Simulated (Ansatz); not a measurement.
Runs of Ansatz 0.2.0 on Al. Symmetry: Fm-3m, No. 225, cubic system. The conventional cell has a = 4.050 Å, b = 4.050 Å, c = 4.050 Å, α = 90.00°, β = 90.00°, γ = 90.00°. Al (site symmetry m-3m) is surrounded by 12 Al at 2.86 Å. 

```tsv
task	level	k mesh	smearing	q mesh	points for each segment of the path	gap on the mesh (eV)	pressure (GPa)
single point	RPBE	11 × 11 × 11	gaussian 0.02 eV	-	-	none	(a)
single point	RPBE	11 × 11 × 11	gaussian 0.05 eV	-	-	none	1.0
electrostatic potential	revPBE+D3(BJ)	11 × 11 × 11	methfessel-paxton 0.2 eV	-	-	none	-5.7
phonons	PBEsol	8 × 8 × 8	fermi-dirac 0.05 eV	4 × 4 × 4	8	none	-
```

Alike in all rows: potentials or basis Ansatz PAW; no spin polarisation; cell as given; cutoff (eV) 420.

**Question.** Fill in the values left out.

**Answer.** (a) 0.9.

Caveats: the PAW data sets come from PBE, with cores solved anew for the run's functional, which leaves a small shift of forces and pressure; pairwise dispersion overbinds metals, which lowers pressure and volume (some runs).

A gap of «none» marks a metal or a gap under the smearing width.
